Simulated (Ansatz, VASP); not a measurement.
**Lu in VASP and in Ansatz**

The input INCAR:

```
  PREC = Accurate
  ENCUT = 520
  EDIFF = 1E-7
  ISMEAR = -1
  SIGMA = 0.05
  LREAL = F
  LASPH = T
  NELM = 60
  ALGO = Normal
  ISIF = 2
  LWAVE = F
  LCHARG = F
  GGA = PE
  NBANDS = 18
```

KPOINTS

```
regular mesh
0
Gamma
  10 10 10
```

File POSCAR:

```
Lu
1.0
   -1.9924326645      1.9924326645      1.9924326645
    1.9924326645     -1.9924326645      1.9924326645
    1.9924326645      1.9924326645     -1.9924326645
Lu
1
Direct
    0.0000000000      0.0000000000      0.0000000000
```

Contents of input.yaml:

```yaml
crystal:
  lattice:
    - [-1.9924326645, 1.9924326645, 1.9924326645]
    - [1.9924326645, -1.9924326645, 1.9924326645]
    - [1.9924326645, 1.9924326645, -1.9924326645]
  atoms:
    - { symbol: Lu, position: [0.0, 0.0, 0.0] }
hamiltonian:
  xc: pbe
  pseudopotentials: { kind: paw }
kpoints:
  mp_grid: { grid: [10, 10, 10] }
scf:
  occupations: { method: fermi_dirac, width: 0.05 }
output:
  forces: true
  stress: true
  eigenvalues: true
  write_density: true
  write_potential: true
  elf: true
  volumetric_format: npy
```

Change from the starting cell: volume scaled by 1.06.

Alike in both runs: task single point; functional PBE; k mesh 10 × 10 × 10; occupations fermi-dirac, width 0.05 eV; no spin polarisation.

|  | VASP | Ansatz |
| --- | --- | --- |
| version | VASP 6.6.1 | Ansatz 0.2.0 |
| potentials or method | VASP PAW PBE potentials, release 64 (Lu) | Ansatz PAW |
| plane-wave cutoff (eV) | 520 | 420 |
| valence electrons in the cell | 25 | 25 |

Ansatz gave:

```
gap on the k mesh at the Fermi level (eV) : none
pressure (GPa)                            : -2.6
```

Task: Which values does VASP return?

Result: gap on the k mesh at the Fermi level (eV): none; pressure (GPa): -2.5.

A gap of «none» marks a metal or a gap that the smearing closes. With one functional, cell and mesh, what is left measures potentials, basis and numerics.

Spin-orbit coupling is left out, which matters for the levels of Lu.
